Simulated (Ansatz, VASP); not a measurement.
**Cross-check of AgF between VASP and Ansatz**

Aim: how closely do two programs agree when they are given the same cell, functional and k mesh? The cell is generated by rule, not measured, and may not be a known phase. The cell is taken from a series of VASP runs on this material, whose earlier steps may have relaxed, scaled or displaced it; both programs get it as it stands.

Main program and level: Ansatz 0.2.0; plane waves, with VASP 6.6.1 beside it; band structure at PBE, spin-orbit coupling.

The structure was built from a prototype and need not be the compound's stable phase.

### 1. The starting structure

It takes space group Pm-3m (No. 221, cubic). The conventional cell has a = 3.007 Å, b = 3.007 Å, c = 3.007 Å, α = 90.00°, β = 90.00°, γ = 90.00°. Nearest to Ag lie 8 F at 2.60 Å. Nearest to F lie 8 Ag at 2.60 Å. Farther neighbours and most contacts between anions are not listed.

Coordinates:

```
Ag F
1.0
     3.00684    0.00000    0.00000
     0.00000    3.00684    0.00000
     0.00000    0.00000    3.00684
Ag F
1 1
Cartesian
  0.0000 0.0000 0.0000
  1.5034 1.5034 1.5034
```

### 2. VASP: band structure, PBE, spin-orbit coupling

A single point gives forces, pressure and levels at one fixed geometry, so differences don't come from the geometry; what else differs is listed under the comparison.

Lines of VASP's logs that name or quote its potential files are left out, and so is its time.

INCAR

```
SYSTEM = AgF
PREC = Accurate
ENCUT = 520
EDIFF = 1E-06
NELM = 100
ISMEAR = 0
SIGMA = 0.02
LREAL = .FALSE.
ALGO = Normal
GGA = PE
LNONCOLLINEAR = .TRUE.
MAGMOM = 0 0 0 0 0 0
NBANDS = 30
GGA_COMPAT = .FALSE.
LASPH = .TRUE.
LSORBIT = .TRUE.
LMAXMIX = 4
LORBIT = 11
LWAVE = .FALSE.
LCHARG = .FALSE.
KPAR = 4
ISIF = 2
```

POSCAR

```
AgF
1.0
    3.0068400000      0.0000000000      0.0000000000
    0.0000000000      3.0068400000      0.0000000000
    0.0000000000      0.0000000000      3.0068400000
Ag F
1 1
Direct
    0.0000000000      0.0000000000      0.0000000000
    0.5000000000      0.5000000000      0.5000000000
```

KPOINTS

```
Automatic mesh
0
Gamma
10 10 10
0 0 0
```

KPOINTS_OPT

```
Line mode
16
Line-mode
Reciprocal
  0.00000000   0.00000000   0.00000000 GAMMA
  0.00000000   0.50000000   0.00000000 X

  0.00000000   0.50000000   0.00000000 X
  0.50000000   0.50000000   0.00000000 M

  0.50000000   0.50000000   0.00000000 M
  0.00000000   0.00000000   0.00000000 GAMMA

  0.00000000   0.00000000   0.00000000 GAMMA
  0.50000000   0.50000000   0.50000000 R

  0.50000000   0.50000000   0.50000000 R
  0.00000000   0.50000000   0.00000000 X

  0.50000000   0.50000000   0.00000000 M
  0.50000000   0.50000000   0.50000000 R
```

PAW data sets: Ag and F (PBE family, release 64).

On the command line:

```
$ mpirun -np 4 vasp_ncl
```

Numbers of over 12 decimals in the logs are rounded to 6 here.

The program printed:

```text
[banner, memory and clock lines left out]
running    4 mpi-ranks, on    1 nodes
 distrk:  each k-point on    1 cores,    4 groups
 distr:  one band on    1 cores,    1 groups

 POSCAR found type information on POSCAR AgF
 POSCAR found :  2 types and       2 ions
 LDA part: xc-table for (Slater+PW92), standard interpolation
 POSCAR, INCAR and KPOINTS ok, starting setup
 FFT: planning ... GRIDC
 FFT: planning ... GRID_SOFT
 FFT: planning ... GRID
 WAVECAR not read
 entering main loop
       N       E                     dE             d eps       ncg     rms          rms(c)
DAV:   1     0.130261675647E+03    0.13026E+03   -0.94530E+03  3368   0.118E+03
DAV:   2    -0.139409097218E+01   -0.13166E+03   -0.12291E+03  3768   0.308E+02
DAV:   3    -0.731047950778E+01   -0.59164E+01   -0.58633E+01  3860   0.670E+01
DAV:   4    -0.734208951967E+01   -0.31610E-01   -0.31605E-01  3648   0.515E+00
DAV:   5    -0.734229085731E+01   -0.20134E-03   -0.20134E-03  3762   0.419E-01    0.622E+00
DAV:   6    -0.645336909470E+01    0.88892E+00   -0.23180E+00  3706   0.216E+01    0.485E+00
DAV:   7    -0.640107172900E+01    0.52297E-01   -0.31012E-01  3480   0.790E+00    0.262E+00
DAV:   8    -0.639033041786E+01    0.10741E-01   -0.11593E-01  3558   0.340E+00    0.667E-01
DAV:   9    -0.638614082191E+01    0.41896E-02   -0.63435E-03  4194   0.129E+00    0.166E-01
DAV:  10    -0.638615863457E+01   -0.17813E-04   -0.16686E-03  3492   0.378E-01    0.622E-02
DAV:  11    -0.638616815811E+01   -0.95235E-05   -0.10525E-05  3690   0.327E-02    0.310E-02
DAV:  12    -0.638617836197E+01   -0.10204E-04   -0.58789E-06  3460   0.259E-02    0.556E-03
DAV:  13    -0.638617822881E+01    0.13316E-06   -0.34671E-07  2108   0.725E-03
   1 F= -.63861782E+01 E0= -.63861015E+01  d E =-.153373E-03  mag=    -0.0000    -0.0000    -0.0000
 Start KPOINTS_OPT (optional k-point list driver)
k-point batch [1-56\96]
       N       E                     dE             ncg
DAV:   1     0.698647266253E+04   -0.13318E+05     3368
DAV:   2    -0.256711828992E+03   -0.72432E+04     3788
DAV:   3    -0.571923930476E+03   -0.31521E+03     3826
DAV:   4    -0.573598865913E+03   -0.16749E+01     3612
DAV:   5    -0.573610645457E+03   -0.11780E-01     3768
DAV:   6    -0.573610798960E+03   -0.15350E-03     3618
DAV:   7    -0.573610801368E+03   -0.24079E-05     3070
DAV:   8    -0.573610801526E+03   -0.15829E-06     2270
k-point batch [57-96\96]
       N       E                     dE             ncg
DAV:   1     0.689289818226E+04   -0.26548E+05     2424
DAV:   2     0.177424157403E+04   -0.51187E+04     2702
DAV:   3     0.154972610532E+04   -0.22452E+03     2670
DAV:   4     0.154853162648E+04   -0.11945E+01     2646
DAV:   5     0.154852333785E+04   -0.82886E-02     2664
DAV:   6     0.154852323164E+04   -0.10622E-03     2622
DAV:   7     0.154852323000E+04   -0.16331E-05     2070
DAV:   8     0.154852322987E+04   -0.12968E-06     1644
```

OUTCAR, selected parts (step 2):

```text
ion  position               nearest neighbor table
   1  0.000  0.000  0.000-   2 2.60   2 2.60   2 2.60   2 2.60   2 2.60   2 2.60   2 2.60   2 2.60

  LATTYP: Found a simple cubic cell.
 ALAT       =     3.0068400000

 Subroutine GETGRP returns: Found 48 space group operations
 (whereof 48 operations were pure point group operations)

The static configuration has the point symmetry O_h .

 Found     56 irreducible k-points:

   k-points           NKPTS =     56   k-points in BZ     NKDIM =     56   number of bands    NBANDS=     30

   dimension x,y,z NGX =    24 NGY =   24 NGZ =   24
   dimension x,y,z NGXF=    48 NGYF=   48 NGZF=   48

   ENCUT  =  520.0 eV  38.22 Ry    6.18 a.u.   5.59  5.59  5.59*2*pi/ulx,y,z

   NELECT =      18.0000    total number of electrons

 k-points in reciprocal lattice and weights: Automatic mesh
   0.00000000  0.00000000  0.00000000       0.001
   0.10000000  0.00000000  0.00000000       0.006
   0.20000000  0.00000000  0.00000000       0.006
   0.30000000  0.00000000  0.00000000       0.006
   0.40000000  0.00000000  0.00000000       0.006
   0.50000000  0.00000000  0.00000000       0.003
   0.10000000  0.10000000  0.00000000       0.012
   0.20000000  0.10000000  0.00000000       0.024
   0.30000000  0.10000000  0.00000000       0.024
[...]
0.50000000  0.50000000  0.40000000       0.006
   0.50000000  0.50000000  0.50000000       0.001

 average (electrostatic) potential at core
       1 -72.6290       2 -74.3675

 E-fermi :   3.6867

 k-point     1 :       0.0000    0.0000    0.0000
  band No.  band energies     occupation
    ...
     16       2.7175      1.00000
     17       3.0448      1.00000
     18       3.0448      1.00000
     19       3.0833      1.00000
     20       3.0833      1.00000
     21      19.8387      0.00000
     22      19.8387      0.00000
     23      20.3101      0.00000
     24      20.3101      0.00000
     25      20.3101      0.00000
    ...

 k-point     2 :       0.1000    0.0000    0.0000
  band No.  band energies     occupation
    ...
     16       2.7936      1.00000
     17       3.0884      1.00000
     18       3.0884      1.00000
     19       3.5775      1.00000
     20       3.5775      1.00000
     21      18.0977      0.00000
     22      18.0977      0.00000
     23      20.1169      0.00000
     24      20.1169      0.00000
     25      20.2593      0.00000
    ...

 k-point     3 :       0.2000    0.0000    0.0000
  band No.  band energies     occupation
    ...
     14       2.7941      1.00000
     15       2.9686      1.00000
     16       2.9686      1.00000
     17       3.2064      1.00000
     18       3.2064      1.00000
     19       4.5775      0.00000
     20       4.5775      0.00000
     21      15.7764      0.00000
     22      15.7764      0.00000
     23      20.1168      0.00000
    ...

  Total        0.3091937      0.3091937      0.3091937      0.0000000      0.0000000     -0.0000000
  in kB       18.2225946     18.2225946     18.2225946      0.0000000      0.0000000     -0.0000000
  external PRESSURE =      18.2225946 kB  Pullay stress =       0.0000000 kB

  energy-cutoff  :      520.00
  volume of cell :       27.19
      direct lattice vectors                 reciprocal lattice vectors
     3.006840000  0.000000000  0.000000000     0.332575062  0.000000000  0.000000000
     0.000000000  3.006840000  0.000000000     0.000000000  0.332575062  0.000000000
     0.000000000  0.000000000  3.006840000     0.000000000  0.000000000  0.332575062

 POSITION                                       TOTAL-FORCE (eV/Angst)
 -----------------------------------------------------------------------------------
      0.00000      0.00000      0.00000         0.000000      0.000000      0.000000
      1.50342      1.50342      1.50342         0.000000      0.000000      0.000000
 -----------------------------------------------------------------------------------
    total drift:                                0.000000     -0.000000     -0.000000

  FREE ENERGIE OF THE ION-ELECTRON SYSTEM (eV)
  ---------------------------------------------------
  free  energy   TOTEN  =        -6.3861782288 eV

  energy  without entropy=       -6.3860248555  energy(sigma->0) =       -6.38610154

 Spin-Orbit-Coupling matrix elements
 Ion:    1  E_soc:     -0.0405338
 Ion:    2  E_soc:     -0.0006577

 total charge
# of ion       s       p       d       tot
------------------------------------------
    1        0.172   0.126   9.374   9.671
    2        1.747   4.262   0.000   6.009
--------------------------------------------------
tot          1.918   4.388   9.374  15.680

 magnetization (x)
# of ion       s       p       d       tot
------------------------------------------
    1       -0.000   0.000   0.000  -0.000
    2        0.000   0.000   0.000   0.000
--------------------------------------------------
tot         -0.000   0.000   0.000  -0.000

 magnetization (y)
# of ion       s       p       d       tot
------------------------------------------
    1       -0.000   0.000   0.000  -0.000
    2        0.000   0.000   0.000   0.000
--------------------------------------------------
tot         -0.000   0.000   0.000  -0.000

 magnetization (z)
# of ion       s       p       d       tot
------------------------------------------
    1        0.000   0.000  -0.000   0.000
    2        0.000  -0.000   0.000  -0.000
--------------------------------------------------
tot          0.000  -0.000  -0.000   0.000

[... 3 further parts left out ...]
```

The run ends at a pressure of 1.82 GPa.

### 3. Ansatz: band structure, PBE, spin-orbit coupling

Ansatz runs on its fully relativistic PAW (standard-fr) files.

The same cell, functional, mesh and smearing now go to Ansatz, which takes its cutoff from its data sets.

input.yaml

```yaml
crystal:
  lattice:
    - [3.00684, 0.0, 0.0]
    - [0.0, 3.00684, 0.0]
    - [0.0, 0.0, 3.00684]
  atoms:
    - { symbol: Ag, position: [0.0, 0.0, 0.0] }
    - { symbol: F, position: [0.5, 0.5, 0.5] }
hamiltonian:
  xc: pbe
  pseudopotentials: { kind: paw_fr }
magnetization:
  noncollinear: true
  spin_orbit: true
kpoints:
  mp_grid: { grid: [10, 10, 10] }
  band_path:
    path:
      - [0.0, 0.0, 0.0]
      - [0.0, 0.1, 0.0]
      - [0.0, 0.2, 0.0]
      - [0.0, 0.3, 0.0]
      - [0.0, 0.43333, 0.0]
      - [0.0, 0.5, 0.0]
      - [0.1, 0.5, 0.0]
      - [0.2, 0.5, 0.0]
      - [0.33333, 0.5, 0.0]
      - [0.43333, 0.5, 0.0]
      - [0.5, 0.5, 0.0]
      - [0.36667, 0.36667, 0.0]
      - [0.26667, 0.26667, 0.0]
      - [0.16667, 0.16667, 0.0]
      - [0.06667, 0.06667, 0.0]
      - [0.03333, 0.03333, 0.03333]
      - [0.13333, 0.13333, 0.13333]
      - [0.23333, 0.23333, 0.23333]
      - [0.33333, 0.33333, 0.33333]
      - [0.46667, 0.46667, 0.46667]
      - [0.46667, 0.5, 0.46667]
      - [0.36667, 0.5, 0.36667]
      - [0.23333, 0.5, 0.23333]
      - [0.13333, 0.5, 0.13333]
      - [0.03333, 0.5, 0.03333]
      - [0.5, 0.5, 0.03333]
      - [0.5, 0.5, 0.16667]
      - [0.5, 0.5, 0.26667]
      - [0.5, 0.5, 0.36667]
      - [0.5, 0.5, 0.5]
    npoints: 1
scf:
  occupations: { method: gaussian, width: 0.02 }
  n_extra_bands: 14
output:
  forces: true
  stress: true
  eigenvalues: true
  write_density: true
  write_potential: true
  elf: true
  volumetric_format: npy
```

On the command line:

```
$ ansatz run input.yaml --threads 2 --pin off --max-ram 4608MiB --backend cpu --events-out ev --progress --plain --runs-dir out
```

The program printed:

```text
scf.n_extra_bands = 14 over 26 filled bands (N_el = 26.0): the run solves 40 bands
Engine: ansatz 0.2.0, x86_64-unknown-linux-gnu
Pseudopotentials: kind: paw_fr
Pseudopotential: Ag, paw_fr, valence charge 19, recommended cutoff 420 eV (normal), Ag.paw.azcp#standard-fr
Pseudopotential: F, paw_fr, valence charge 7, recommended cutoff 420 eV (normal), F.paw.azcp#standard-fr
Functional definition: PBE
  parameter kappa = 0.804
  parameter beta = 0.066725
  exchange = pbe_x(kappa = kappa, mu = beta*pi^2/3)
  correlation = pbe_c(beta = beta)
non-collinear run that drives no moment, with spin-orbit: no starting moment large enough to seed its density (crystal.atoms[].spin), no starting occupations that ask for one, no magnetisation constraint and no magnetic field, so the semilocal B_xc is pinned to zero
Crystal: 2 atoms, lattice volume = 27.185 Å³
Basis set: ecut = 420 eV, 515 PW (Γ), exchange–correlation on 48×48×48 points (8 copies of the dense FFT grid, shifted against one another)
Bands: 40, of which v1, the nominal top of the filled ones, is band 26 counted from 1 (25 counted from 0)
Symmetry: 48 space group operations + 48 with time reversal
Magnetic group: BNS 221.93 (UNI 1595), of the structure as read, at distance tolerance 3.0e-5 Å
k-points: 56 of 1000
Projection manifold: j_resolved (fully-relativistic pseudo-atomic orbitals)
Non-local potential: Ag, projectors of the file, l = 0: 3, l = 1: 4, l = 2: 4, l = 3: 2
Non-local potential: F, projectors of the file, l = 0: 2, l = 1: 4, l = 2: 2
PAW form: soft (Blöchl's): semilocal exchange-correlation on the pseudo side does not see the compensation charge
PAW one-centre angular grid: Ag, 590 points (default); XC on 96 Gauss nodes
PAW one-centre angular grid: F, 110 points (default); XC on 64 Gauss nodes
Initial density: superposition of atomic densities (chi_scale 0.1, normalization cell, long waves kept (reshape's long-wave potential 0.00 eV rms))
Initial wavefunctions: pseudopotential atomic-orbital guess
Functional: x = pbe(κ = 0.804, μ = 0.219515), c = pbe(β = 0.066725)
SCF iter   1: F=—  HF=-8404.715376 eV  |F-HF|=—  |Δ(HF+E_count)|=         —  Δρ=2.75e-1  dr2=1.91e1  dr2_m=0.00e0 (ungated)  ethr=3.10e-3  |M|=0.00e0 ∫|m|=0.00e0 μB  |m|>n=0.0e0 m-floor=0.0e0 τ_xc=0.0e0  β_m=0.30  ⟨swp⟩=6.8  Hψ=5196  notcnv=0  defer=136
preconditioner: auto → none  [insulator: Δε(μ)=0.053 eV  Ē_g=19.224 eV  σ=0.020 eV  W_gap=0.73  n_scr=6 (ndim 8)  ℏωp=30.2 eV  f_vac=0.000  D(μ)=0.72/eV (n_scr^D=6)  ε∞_Penn≈3.5]
SCF iter   2: F=—  HF=-8400.526311 eV  |F-HF|=—  |Δ(HF+E_count)|=    4.19e0  Δρ=8.31e-2  dr2=1.12e0  dr2_m=0.00e0 (ungated)  ethr=3.10e-3  |M|=0.00e0 ∫|m|=0.00e0 μB  |m|>n=0.0e0 m-floor=0.0e0 τ_xc=0.0e0  β_m=0.27  ⟨swp⟩=3.8  Hψ=2548  notcnv=0  defer=460
SCF iter   3: F=—  HF=-8400.275814 eV  |F-HF|=—  |Δ(HF+E_count)|=   2.50e-1  Δρ=2.43e-2  dr2=7.35e-2  dr2_m=0.00e0 (ungated)  ethr=3.10e-3  |M|=0.00e0 ∫|m|=0.00e0 μB  |m|>n=0.0e0 m-floor=0.0e0 τ_xc=0.0e0  β_m=0.44  ⟨swp⟩=2.4  Hψ=1902  notcnv=0  defer=458
SCF iter   4: F=—  HF=-8400.289144 eV  |F-HF|=—  |Δ(HF+E_count)|=   1.33e-2  Δρ=8.23e-3  dr2=7.95e-3  dr2_m=0.00e0 (ungated)  ethr=2.83e-4  |M|=0.00e0 ∫|m|=0.00e0 μB  |m|>n=0.0e0 m-floor=0.0e0 τ_xc=0.0e0  β_m=0.63  ⟨swp⟩=2.0  Hψ=2011  notcnv=0  defer=458
SCF iter   5: F=—  HF=-8400.293096 eV  |F-HF|=—  |Δ(HF+E_count)|=   3.95e-3  Δρ=5.60e-3  dr2=6.97e-3  dr2_m=0.00e0 (ungated)  ethr=3.06e-5  |M|=0.00e0 ∫|m|=0.00e0 μB  |m|>n=0.0e0 m-floor=0.0e0 τ_xc=0.0e0  β_m=0.55  ⟨swp⟩=2.2  Hψ=1794  notcnv=0  defer=458
SCF iter   6: F=—  HF=-8400.291752 eV  |F-HF|=—  |Δ(HF+E_count)|=   1.34e-3  Δρ=2.03e-3  dr2=9.97e-4  dr2_m=0.00e0 (ungated)  ethr=2.68e-5  |M|=0.00e0 ∫|m|=0.00e0 μB  |m|>n=0.0e0 m-floor=0.0e0 τ_xc=0.0e0  β_m=0.77  ⟨swp⟩=2.6  Hψ=1479  notcnv=0  defer=458
SCF iter   7: F=—  HF=-8400.291555 eV  |F-HF|=—  |Δ(HF+E_count)|=   1.97e-4  Δρ=4.55e-4  dr2=5.40e-5  dr2_m=0.00e0 (ungated)  ethr=3.84e-6  |M|=0.00e0 ∫|m|=0.00e0 μB  |m|>n=0.0e0 m-floor=0.0e0 τ_xc=0.0e0  β_m=0.89  ⟨swp⟩=2.3  Hψ=1291  notcnv=0  defer=458
SCF iter   8: F=—  HF=-8400.291556 eV  |F-HF|=—  |Δ(HF+E_count)|=   1.26e-6  Δρ=9.96e-5  dr2=2.68e-6  dr2_m=0.00e0 (ungated)  ethr=2.08e-7  |M|=0.00e0 ∫|m|=0.00e0 μB  |m|>n=0.0e0 m-floor=0.0e0 τ_xc=0.0e0  β_m=0.94  ⟨swp⟩=2.5  Hψ=1324  notcnv=0  defer=458
SCF iter   9: F=-8400.291556 eV  HF=-8400.291556 eV  |F-HF|=2.11e-8  |Δ(HF+E_count)|=   6.03e-7  Δρ=1.05e-5  dr2=2.98e-8  dr2_m=0.00e0 (ungated)  ethr=3.85e-10  |M|=0.00e0 ∫|m|=0.00e0 μB  |m|>n=0.0e0 m-floor=0.0e0 τ_xc=0.0e0  ⟨swp⟩=11.3  Hψ=8064  notcnv=0
SCF 1 converged in 9 iterations: F = -8400.291556 eV  dr2 = 2.98e-8
  greatest PAW one-centre occupation: 1.000 electrons in one spin orbital (limit 2), on the Ag atom at site 0 (counted from 0), in its partial waves of l = 0
NSCF: frozen V_eff on 30 k-points
SCF converged after 9 iterations
Magnetization: |M| = 0.0000 μB,  M = (+0.0000, +0.0000, +0.0000) μB
Absolute magnetization: 0.0000 μB (∫|m|)
  site 0: m = (+0.0000, +0.0000, +0.0000) μB, |m| = 0.0000 μB  (R = 1.07 Å)
  site 1: m = (+0.0000, +0.0000, +0.0000) μB, |m| = 0.0000 μB  (R = 1.07 Å)
Free energy (F): -8400.291556 eV
Harris-Foulkes:  -8400.291556 eV  (|F-HF|=2.11e-8)
Internal energy: -8400.291403 eV  (E = F + TS)
E sigma→0 (E₀):  -8400.291479 eV
Entropy (-TS):   -0.000153 eV (-0.077 meV/atom)
Fermi energy:    10.233840 eV
--- Per-component energies (eV) ---
  E_band       = -305.118604
  E_kinetic    = 733.822566
  E_local      = -2869.590539  (includes V_loc(G=0)·N_el)
  E_nonlocal   = 156.180365
  E_hartree    = 1245.271015
  E_xc         = -262.579354
  E_vxc        = -334.293431  (∫ρ·V_xc dr)
  E_paw        = -4107.138037  (= ΣΔE_a)
  E_vpaw       = -481.774300  (= ΣTr[D̂ρ^β])
  E_aug_tail   = 0.002413  (compensation charges beyond the density's cutoff)
  E_ewald      = -3296.259831
  E_smearing   = -0.000153  (= −TS)
  E_closure    = -0.000000  (closes the sum)
  Σ components = -8400.291556   (vs F -8400.291556, Δ=0.00e0)
--- Forces (eV/Å), atoms counted from 1 ---
  atom   1  Ag    -0.00000000     0.00000000     0.00000000
  atom   2  F      0.00000000    -0.00000000    -0.00000000
  max |Σ_I F_I| component: 4.31e-29 eV/Å
--- Stress (GPa, compression-positive) ---
        2.156385      -0.000000       0.000000
        0.000000       2.156385       0.000000
        0.000000       0.000000       2.156385
  P = ⅓ Tr σ = 2.1564 GPa (21.564 kbar)
--- Band table (eV; the first three rows and the last of 56) ---
  k-point 0: bands = [... 22 lower, 9.2658, 9.2658, 9.5935, 9.5935, 9.6395, 9.6395, 26.3849, 26.3849, ... 10 higher]
  k-point 1: bands = [... 22 lower, 9.3417, 9.3417, 9.6370, 9.6370, 10.1322, 10.1322, 24.6412, 24.6412, ... 10 higher]
  k-point 2: bands = [... 22 lower, 9.5160, 9.5160, 9.7543, 9.7543, 11.1309, 11.1309, 22.3238, 22.3238, ... 10 higher]
  k-point 55: bands = [... 22 lower, 10.2392, 10.2392, 10.2833, 10.2833, 18.1050, 18.1050, 18.7078, 18.7078, ... 10 higher]
```

Run time: 5.2 s. Hardware: 2 threads of Intel Xeon Platinum 8488C (Sapphire Rapids), shared host; peak memory 0.49 GiB; 10 s of CPU time.

Reading the cycles: dr2 is the Hartree energy of the density residual (eV), the measure of convergence; HF is the Harris–Foulkes estimate of the energy, which meets the free energy F at convergence.

### 4. Differences

Known differences besides the potentials themselves: spin-orbit coupling enters by fully relativistic files in Ansatz and inside the spheres in VASP; the data sets hold 26 valence electrons in Ansatz (fully relativistic PAW (standard-fr) files) and 18 in VASP; the cutoff is 420 eV in Ansatz and 520 eV in VASP. Total energies have different zeros and are not compared.

The two programs side by side:

| quantity | Ansatz | VASP | difference |
| --- | --- | --- | --- |
| pressure (GPa) | 2.16 | 1.82 | +0.33 |
| pressure without Ansatz's Pulay correction (GPa) | 1.62 | 1.82 | -0.20 |

Levels from 3 eV below to 2 eV above the Fermi level differ by 2 meV r.m.s. and 9 meV at most; each VASP level is matched to the nearest of Ansatz, which flatters the figure a little. Ansatz's pressure holds a Pulay correction of 0.53 GPa; VASP's holds none.

### 5. What came out

- r.m.s. difference of levels near the Fermi level (band structure, PBE, spin-orbit coupling): 1.8 meV

In words: The r.m.s. difference of levels near the Fermi level is 1.8 meV (band structure, PBE, spin-orbit coupling), within the 80 meV picked in this series as the mark of a large difference. 1 further run of this series is not shown here. How closely two codes agree says nothing of how well the functional describes the real material.

[Lines on the potential files, build, host, timing and source positions are cut from VASP's logs without a mark.]

[Logs are printed without paths, hosts, clocks, repeated set-up lines and the standing remarks that a program may print on its own settings, such as how far it seeks lower states.]

[Hosts, paths, dates, database ids (printed as entryN), source tags and the programs' standing remarks are cut or masked in the printed files.]
